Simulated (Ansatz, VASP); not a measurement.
## Two plane-wave programs on B

INCAR

```
  PREC = Accurate
  ENCUT = 520
  EDIFF = 1E-6
  ISMEAR = -1
  SIGMA = 0.05
  LREAL = False
  LASPH = True
  NELM = 100
  ALGO = Fast
  ISIF = 2
  LWAVE = False
  LCHARG = False
```

File KPOINTS:

```
regular mesh
0
Gamma
  14 14 14
```

The input POSCAR:

```
B
1.0
    1.8852400000      0.0000000000      0.0000000000
    0.0000000000      1.8852400000      0.0000000000
    0.0000000000      0.0000000000      1.8852400000
B
1
Direct
    0.5000000000      0.5000000000      0.5000000000
```

Contents of KPOINTS_OPT:

```
path GXMGRX,MR
20
line-mode
reciprocal
 0.0000000000  0.0000000000  0.0000000000  G
 0.0000000000  0.5000000000  0.0000000000  X

 0.0000000000  0.5000000000  0.0000000000  X
 0.5000000000  0.5000000000  0.0000000000  M

 0.5000000000  0.5000000000  0.0000000000  M
 0.0000000000  0.0000000000  0.0000000000  G

 0.0000000000  0.0000000000  0.0000000000  G
 0.5000000000  0.5000000000  0.5000000000  R

 0.5000000000  0.5000000000  0.5000000000  R
 0.0000000000  0.5000000000  0.0000000000  X

 0.5000000000  0.5000000000  0.0000000000  M
 0.5000000000  0.5000000000  0.5000000000  R
```

Contents of input.yaml:

```yaml
crystal:
  lattice:
    - [1.88524, 0.0, 0.0]
    - [0.0, 1.88524, 0.0]
    - [0.0, 0.0, 1.88524]
  atoms:
    - { symbol: B, position: [0.5, 0.5, 0.5] }
hamiltonian:
  xc: lda
  pseudopotentials: { kind: paw }
kpoints:
  mp_grid: { grid: [14, 14, 14] }
  band_path:
    path:
      - [[0.0, 0.0, 0.0], [0.0, 0.5, 0.0], [0.5, 0.5, 0.0], [0.0, 0.0, 0.0], [0.5, 0.5, 0.5], [0.0, 0.5, 0.0]]
      - [[0.5, 0.5, 0.0], [0.5, 0.5, 0.5]]
    npoints: 14
scf:
  occupations: { method: fermi_dirac, width: 0.05 }
  n_extra_bands: 6
output:
  forces: true
  stress: true
  eigenvalues: true
  fatbands: true
```

The cell was built by a generator and needn't be a form met in nature.

Alike in both runs: task band structure; functional LDA; k mesh 14 × 14 × 14; occupations fermi-dirac, width 0.05 eV; no spin polarisation.

|  | VASP | Ansatz |
| --- | --- | --- |
| version | VASP 6.6.1 | Ansatz 0.2.0 |
| potentials or method | VASP PAW LDA potentials, release 64 (B) | Ansatz PAW |
| plane-wave cutoff (eV) | 520 | 420 |
| valence electrons in the cell | 3 | 3 |

|  | VASP | Ansatz | Ansatz less VASP |
| --- | --- | --- | --- |
| gap on the k mesh at the Fermi level (eV) | none | none | - |
| pressure (GPa) | -7.1 | -7.4 | -0.32 |

A gap of «none» marks a metal or a gap that the smearing closes.

Caveats: the pressure holds a Pulay correction of +0.3 GPa for the finite cutoff (Ansatz); the PAW data sets come from PBE, with cores solved anew for the run's functional, which leaves a small shift of forces and pressure (Ansatz).
